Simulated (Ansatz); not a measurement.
**Calculated N-14 nuclear quadrupole resonance for Si3N4 with one atom moved**

Cell: an entry of the Crystallography Open Database (COD), relaxed with PBE at fixed cell and then changed (atom 8 (N) moved by 0.05 Å).

```xyz
14
Lattice="7.5950 0.0000 0.0000 -3.7975 6.5775 0.0000 0.0000 0.0000 2.9023" Properties=species:S:1:pos:R:3 pbc="T T T"
Si    5.1687    1.1416    0.9451
Si    1.5957    5.0470    2.3962
Si    4.0220    3.9054    0.9451
Si   -1.3712    5.4359    2.3962
Si    2.2018    1.5304    0.9451
Si   -0.2245    2.6720    2.3962
N    -1.0292    2.1689    0.9451
N     5.1768    0.1501    2.3930
N     2.4338    4.6017    0.9451
N     4.8267    4.4086    2.3963
N    -1.4046    6.3843    0.9451
N     1.3637    1.9758    2.3963
N     0.0000    4.3850   -0.5064
N     3.7975    2.1925    0.9448
```

Atoms are numbered from 1 in the order listed; like atoms form one site, named after its first atom.

Method: Kohn–Sham DFT in Ansatz, PBE, plane waves and PAW, scalar-relativistic, 420 eV cutoff, Γ-centred 4×4×10 k-points, Fermi–Dirac smearing 0.02 eV.

N-14: I = 1, Q = 20.44 mb (year-2017 value). Static lattice, zero field.

**Question.** Predict the zero-field N-14 lines of each site.

**Answer.** For I = 1 the lines are ν± = (3/4)|C_Q|(1 ± η/3) and ν₀ = |C_Q|η/2.

```
site  atoms  V_zz (10²¹ V/m²)  C_Q (MHz)     η  line frequencies (MHz)
  N7      7             -4.98      -2.46  0.05      0.0609, 1.81, 1.88
  N8      8             -4.90      -2.42  0.12       0.149, 1.74, 1.89
  N9      9             -4.84      -2.39  0.07      0.0835, 1.75, 1.84
 N10     10             -4.89      -2.42  0.08      0.0918, 1.77, 1.86
 N11     11             -4.94      -2.44  0.07      0.0794, 1.79, 1.87
 N12     12             -4.92      -2.43  0.07      0.0851, 1.78, 1.87
 N13     13             -4.77      -2.36  0.04      0.0427, 1.75, 1.79
 N14     14             -4.80      -2.37  0.03      0.0369, 1.76, 1.80
```

At N7, N8, N9, N10, N11 and N12 and others V_zz stands upright on the plane through its three neighbours (within 4°) in each case.

At this cell the PBE pressure is 6 GPa, so with PBE the cell would grow if it were relaxed. With the atom moved the PBE pressure is 6 GPa. The atoms aren't relaxed after the move (largest force 1.8 eV/Å).
